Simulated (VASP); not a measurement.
# Ba in VASP: a series of runs, part 2 of 3

VASP 6.6.1. The steps go on from the part before.

## 3. Single point, LDA

File INCAR:

```
SYSTEM = Ba
ADDGRID = .False.
ALGO = Normal
EDIFF = 1E-6
ENCUT = 450
GGA = CA
ISIF = 2
ISMEAR = -5
LASPH = .True.
LCHARG = .False.
LREAL = .False.
LWAVE = .False.
NBANDS = 11
NELM = 100
PREC = Accurate
SIGMA = 0.2
```

File KPOINTS:

```
k-points
0
Gamma
  10 10 10
  0 0 0
```

File POSCAR:

```
Ba
1.0
    4.3404360000      0.0427450000      0.0778240000
   -2.1332000000      3.6827230000     -0.0419260000
    0.0706370000     -0.0031590000      3.9204320000
Ba
1
Direct
    0.0107920000      0.0146870000     -0.0229320000
```

Potentials or basis: VASP PAW LDA potentials, release 64 (Ba_sv).

Command:

```bash
$ cat potpaw_LDA.64/Ba_sv/POTCAR > POTCAR
$ mpirun -np 1 vasp_std > vasp.out
```

OUTCAR:

```text
SYSTEM = Ba
   EDIFF = 1E-6
   ENCUT = 450
   GGA = CA
   ISIF = 2
   ISMEAR = -5
   LASPH = .True.
   LREAL = .False.
   NELM = 100
   PREC = Accurate

 Found    504 irreducible k-points:

 Following reciprocal coordinates:
            Coordinates               Weight
  0.000000  0.000000  0.000000      1.000000
  0.100000  0.000000 -0.000000      2.000000
  0.200000  0.000000 -0.000000      2.000000
  0.300000 -0.000000  0.000000      2.000000
  0.400000 -0.000000 -0.000000      2.000000
  0.500000 -0.000000  0.000000      1.000000
   k-points           NKPTS =    504   k-points in BZ     NKDIM =    504   number of bands    NBANDS=     11
   number of dos      NEDOS =    301   number of ions     NIONS =      1
   total plane-waves  NPLWV =  25200
   dimension x,y,z NGX =    30 NGY =   30 NGZ =   28
   dimension x,y,z NGXF=    60 NGYF=   60 NGZF=   56
   ions per type =               1
   NGX,Y,Z   is equivalent  to a cutoff of  11.49, 11.72, 11.87 a.u.
   NGXF,Y,Z  is equivalent  to a cutoff of  22.98, 23.44, 23.74 a.u.
 SYSTEM =  Ba
   PREC   = accura    normal or accurate (medium, high low for compatibility)
   ISTART =      0    job   : 0-new  1-cont  2-samecut
   ICHARG =      2    charge: 1-file 2-atom 10-const
   ISPIN  =      1    spin polarized calculation?
   LNONCOLLINEAR =      F non collinear calculations
   LSORBIT =      F    spin-orbit coupling
   LASPH  =      T    aspherical Exc in radial PAW
   ENCUT  =  450.0 eV  33.07 Ry    5.75 a.u.   7.51  7.36  6.78*2*pi/ulx,y,z
   NELM   =    100;   NELMIN=  2; NELMDL= -5     # of ELM steps
   EDIFF  = 0.1E-05   stopping-criterion for ELM
   LREAL  =      F    real-space projection
   EDIFFG = 0.1E-04   stopping-criterion for IOM
   NSW    =      0    number of steps for IOM
   IBRION =     -1    ionic relax: 0-MD 1-quasi-New 2-CG
   NFREE  =      0    steps in history (QN), initial steepest desc. (CG)
   ISIF   =      2    stress and relaxation
   ISYM   =      2    0-nonsym 1-usesym 2-fastsym
   POTIM  = 0.5000    time-step for ionic-motion
   TEBEG  =    0.0;   TEEND  =   0.0 temperature during run
   PSTRESS=    0.0 pullay stress
   NELECT =      10.0000    total number of electrons
   NUPDOWN=      -1.0000    fix difference up-down
   EMIN   =  10.00;   EMAX   =-10.00  energy-range for DOS
   EFERMI =   0.00;   METHOD = LEGACY
   ISMEAR =    -5;   SIGMA  =   0.20  broadening in eV -4-tet -1-fermi 0-gaus
   EFERMI_NEDOS =   21; number of points for ismear=-14 and -15
   IALGO  =     38    algorithm
   IMIX   =      4    mixing-type and parameters
     AMIX     =   0.40;   BMIX     =  1.00
     AMIX_MAG =   1.60;   BMIX_MAG =  1.00
  volume/ion in A,a.u.               =      63.00       425.17
  Fermi-wavevector in a.u.,A,eV,Ry     =   0.886379  1.675014 10.689661  0.785668
  Thomas-Fermi vector in A             =   2.007537
   LORBIT       =      0    0 simple, 1 ext, 2 COOP (PROOUT), +10 PAW based schemes
   GGA     = CA    functional components
   LHFCALC =     F    Hartree Fock is set to
   AEXX    =    0.0000 exact exchange contribution
   IVDW    =     0    specifies the selected vdW correction
   LEPSILON=     F    determine dielectric tensor
   LRPA    =     F    only Hartree local field effects (RPA)
 non-spin polarized calculation
 Fermi weights with tetrahedron method with Bloechl corrections
  energy-cutoff  :      450.00
  volume of cell :       63.00
 maximum number of plane-waves:      1386
   NGX = 15   NGY = 15   NGZ = 13

 number of electron      10.0000000 magnetization

 Free energy of the ion-electron system (eV)
  ---------------------------------------------------
  ext. energy  EPLUGINS =         0.00000000
  ---------------------------------------------------
  free energy    TOTEN  =        -2.03743366 eV

  energy without entropy =       -2.03743366  energy(sigma->0) =       -2.03743366

 E-fermi :   1.4868     XC(G=0):  -7.6064

 val. band max:        1.5808368254   @ k =  -0.4000  -0.3000   0.1000
 cond. band min:       1.3993511476   @ k =   0.5000   0.1000   0.3000
 fundamental gap:     -0.1814856778
 Fermi energy:         1.4867892004

 k-point     1 :       0.0000    0.0000    0.0000
  band No.  band energies     occupation
      1     -27.5915      2.00000
      2     -12.5417      2.00000
      3     -12.5239      2.00000
      4     -12.4253      2.00000
      5      -1.2749      2.00000
      6       1.4559      0.22923
      7       2.9410      0.00000
      8       3.2138      0.00000
      9       6.2057      0.00000
     10       6.2737      0.00000
     11       7.5459      0.00000

 k-point     2 :       0.1000    0.0000   -0.0000
  band No.  band energies     occupation
      1     -27.5877      2.00000
      2     -12.5908      2.00000
      3     -12.5341      2.00000
      4     -12.4207      2.00000
      5      -1.1087      2.00000
      6       1.5242      0.01573
      7       2.7195      0.00000
      8       3.3783      0.00000
      9       5.8917      0.00000
     10       6.2319      0.00000
     11       8.0190      0.00000

 k-point     3 :       0.2000    0.0000   -0.0000
  band No.  band energies     occupation
      1     -27.5778      2.00000
      2     -12.7160      2.00000
      3     -12.5606      2.00000
      4     -12.4083      2.00000
      5      -0.6620      2.00000
      6       1.6795      0.00000
      7       2.3188      0.00000
      8       3.8604      0.00000
      9       5.3085      0.00000
     10       6.1303      0.00000
     11       8.5908      0.00000

 k-point     4 :       0.3000   -0.0000    0.0000
  band No.  band energies     occupation
      1     -27.5655      2.00000
      2     -12.8644      2.00000
      3     -12.5930      2.00000
      4     -12.3930      2.00000
      5      -0.0947      2.00000
      6       1.6709      0.00000
      7       2.2422      0.00000
      8       4.6142      0.00000
      9       4.7980      0.00000
     10       6.0125      0.00000
     11       7.7374      0.00000

 k-point     5 :       0.4000   -0.0000   -0.0000
  band No.  band energies     occupation
      1     -27.5555      2.00000
      2     -12.9800      2.00000
      3     -12.6188      2.00000
      4     -12.3805      2.00000
      5       0.3227      2.00000
      6       1.6441      0.00000
      7       2.3904      0.00000
      8       4.4642      0.00000
      9       5.5331      0.00000
     10       5.9232      0.00000
     11       7.2912      0.00000

 k-point     6 :       0.5000   -0.0000    0.0000
  band No.  band energies     occupation
      1     -27.5517      2.00000
      2     -13.0231      2.00000
      3     -12.6287      2.00000
      4     -12.3757      2.00000
      5       0.4373      2.00000
      6       1.7309      0.00000
      7       2.4224      0.00000
      8       4.3488      0.00000
      9       5.8868      0.00000
     10       6.1391      0.00000
     11       7.2531      0.00000

 [... further k-points ...]

------------------------ aborting loop because EDIFF is reached ----------------------------------------

  FORCE on cell =-STRESS in cart. coord.  units (eV):
  Direction    XX          YY          ZZ          XY          YZ          ZX
  --------------------------------------------------------------------------------------
  -------------------------------------------------------------------------------------
  Total       -0.5908895     -0.5088360     -0.3650632     -0.0577559     -0.0018011      0.0518541
  in kB      -15.0262610    -12.9396467     -9.2835193     -1.4687271     -0.0458031      1.3186440
  external PRESSURE =     -12.4164757 kB  Pullay stress =       0.0000000 kB

 VOLUME and BASIS-vectors are now :
 -----------------------------------------------------------------------------
  energy-cutoff  :      450.00
  volume of cell :       63.00
      direct lattice vectors                 reciprocal lattice vectors
     4.340436000  0.042745000  0.077824000     0.229156949  0.132692299 -0.004021951
    -2.133200000  3.682723000 -0.041926000    -0.002663728  0.269998278  0.000265553
     0.070637000 -0.003159000  3.920432000    -0.004577452  0.000253366  0.255156610

 POSITION                                       TOTAL-FORCE (eV/Angst)
 -----------------------------------------------------------------------------------
      0.08453      0.05146      3.83075         0.000000     -0.000000      0.000000
 -----------------------------------------------------------------------------------
    total drift:                               -0.000002     -0.000001     -0.000005

  FREE ENERGIE OF THE ION-ELECTRON SYSTEM (eV)
  ---------------------------------------------------
  free  energy   TOTEN  =        -2.0374336627 eV

  energy  without entropy=       -2.0374336627  energy(sigma->0) =       -2.03743366
```

OSZICAR:

```text
N       E                     dE             d eps       ncg     rms          rms(c)
DAV:   1     0.483819603359E+02    0.48382E+02   -0.39766E+03 11104   0.671E+02
DAV:   2     0.383676092426E+00   -0.47998E+02   -0.46961E+02 13150   0.132E+02
DAV:   3    -0.195164887163E+01   -0.23353E+01   -0.23227E+01 14511   0.292E+01
DAV:   4    -0.204260367405E+01   -0.90955E-01   -0.90929E-01 14759   0.528E+00
DAV:   5    -0.204493386699E+01   -0.23302E-02   -0.23364E-02 15274   0.682E-01    0.179E+00
DAV:   6    -0.203996684791E+01    0.49670E-02   -0.58168E-03 14164   0.589E-01    0.104E+00
DAV:   7    -0.203740158410E+01    0.25653E-02   -0.95109E-03 16158   0.760E-01    0.548E-02
DAV:   8    -0.203741770031E+01   -0.16116E-04   -0.22109E-04 14311   0.784E-02    0.124E-02
DAV:   9    -0.203742736852E+01   -0.96682E-05   -0.10315E-05 15290   0.157E-02    0.384E-03
DAV:  10    -0.203743317994E+01   -0.58114E-05   -0.18528E-06  9270   0.610E-03    0.931E-04
DAV:  11    -0.203743366275E+01   -0.48281E-06   -0.85995E-08  6984   0.183E-03
   1 F= -.20374337E+01 E0= -.20374337E+01  d E =0.000000E+00
```

stdout:

```text
POSCAR found type information on POSCAR Ba
 POSCAR found :  1 types and       1 ions
 scaLAPACK will be used
 LDA part: xc-table for (Slater(with rela. corr.)+CA(PZ))
 , standard interpolation
 POSCAR, INCAR and KPOINTS ok, starting setup
 FFT: planning ... GRIDC
 FFT: planning ... GRID_SOFT
 FFT: planning ... GRID
 WAVECAR not read
 entering main loop
 -----------------------------------------------------------------------------
|                                                                             |
|           W    W    AA    RRRRR   N    N  II  N    N   GGGG   !!!           |
|           W    W   A  A   R    R  NN   N  II  NN   N  G    G  !!!           |
|           W    W  A    A  R    R  N N  N  II  N N  N  G       !!!           |
|           W WW W  AAAAAA  RRRRR   N  N N  II  N  N N  G  GGG   !            |
|           WW  WW  A    A  R   R   N   NN  II  N   NN  G    G                |
|           W    W  A    A  R    R  N    N  II  N    N   GGGG   !!!           |
|                                                                             |
|     Tetrahedron method does not include variations of the Fermi             |
|     occupations, so forces and stress will be inaccurate. We suggest        |
|     using a different smearing scheme ISMEAR = 1 or 2 for metals in         |
|     relaxations.                                                            |
|                                                                             |
 -----------------------------------------------------------------------------
```

Wall time 72 s (1 thread of Intel Xeon 6975P-C (Granite Rapids), shared host); peak memory 0.38 GiB.

These settings aren't checked as converged: the numbers below hold their error.

Results:

- Free energy: -2.0374 eV
- Pressure: -1.2 GPa
- Band gap on the k mesh: none (metal or under the smearing width)

Caveat: tetrahedron occupations give inexact forces and stress in metals.

[end of part 2 of 3]
